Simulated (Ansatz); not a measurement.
## ZrO2 under changes of volume

One of the cells (10.990 Å³/atom); the others are scaled copies at fixed shape and fractional positions:

```
CELL_PARAMETERS angstrom
0.00000 2.54507 2.54507
2.54507 0.00000 2.54507
2.54507 2.54507 0.00000
ATOMIC_POSITIONS crystal
Zr 0.00000 0.00000 0.00000
O 0.75000 0.75000 0.75000
O 0.25000 0.25000 0.25000
```

Measurements of this composition are mostly on another form, of space group No. 14.

| Quantity | Value |
| --- | --- |
| Program | Ansatz 0.2.0 |
| Functional | RPBE |
| Potentials or basis | Ansatz PAW |
| Cutoff | 420 eV (not typed: the program's choice for these potentials) |
| k mesh | 9 × 9 × 9 |
| Occupations | fermi-dirac, width 0.05 eV |
| Spin | no spin polarisation |

```csv
volume (Å³/atom),energy over the lowest point (meV/atom),pressure (GPa),gap on the mesh (eV)
10.331,79.52,26.4,3.63
10.551,47.82,19.8,3.57
10.770,24.88,13.8,3.51
10.990,9.73,8.4,3.46
11.210,1.67,3.5,3.40
11.430,0.00,-0.9,3.34
11.650,?,?,?
```

Problem. What does the run at 11.650 Å³/atom give?

Solution. Energy over the lowest point 4.05 meV/atom; pressure -4.9 GPa; gap on the mesh 3.29 eV.

Worked out: A Birch-Murnaghan fit of order 3 (a polynomial in V^(-2/3)) to the other rows has its minimum at 11.38 Å³/atom with B0 = V·E''(V) = 223 GPa and B' = 4.3. It gives 4.13 meV/atom at 11.650 Å³/atom, against the run's 4.05, and -dE/dV = -5.0 GPa, against -4.9. A straight line through the other rows of the gap, of slope -2.84 eV per unit of ln V, extrapolates to 3.29 eV, against the run's 3.29.

Energies are extrapolated to zero smearing.

Caveats: odd divisions of the mesh miss points on the zone boundary, where band edges often lie, so the gap on the mesh can be too wide; the PAW data sets come from PBE, with cores solved anew for the run's functional, which leaves a small shift of forces and pressure.

A mesh can miss the band edges. Spin-orbit coupling on Zr is left out.
